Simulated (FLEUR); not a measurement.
## Sm under changes of volume

One of the cells (33.786 Å³/atom); the others are scaled copies at fixed shape and fractional positions:

```
Sm
1.0
     3.64400    0.00000    0.00000
    -1.82200    3.15580    0.00000
     0.00000    0.00000    5.87600
Sm
2
Direct
  0.66667 0.33333 0.75000
  0.33333 0.66667 0.25000
```

This isn't the form of Sm at room conditions, which is rhombohedral.

```yaml
Program: FLEUR MaX-R8.1 (later development tree)
Functional: AM05
Potentials_or_basis: all-electron
Basis: FLAPW
Kmax: 4.1 1/bohr
k_mesh: 8 × 8 × 5
Occupations: fermi-dirac, width 0.05 eV
Spin: collinear spin, ferromagnetic start
Starting_moments: "[5.0, 5.0] μB"
```

```tsv
volume (Å³/atom)	energy over the lowest point (meV/atom)	moment (μB per cell)
31.759	39.36	12.79
32.435	?	?
33.786	14.85	13.02
35.138	3.67	13.14
35.813	0.00	13.18
```

Q: What does the run at 32.435 Å³/atom give?

A: Energy over the lowest point 30.05 meV/atom; moment 12.86 μB per cell.

Worked out: A Birch-Murnaghan fit of order 2 (a polynomial in V^(-2/3)) to the other rows has no minimum within the range. It gives 29.90 meV/atom at 32.435 Å³/atom, against the run's 30.05. A parabola through the other rows of the moment, of slope 0.121 μB per Å³/atom there, gives 12.88 μB, against the run's 12.86.

Energies are extrapolated to zero smearing.

Caveats: the magnetic or orbital state may not be the lowest.
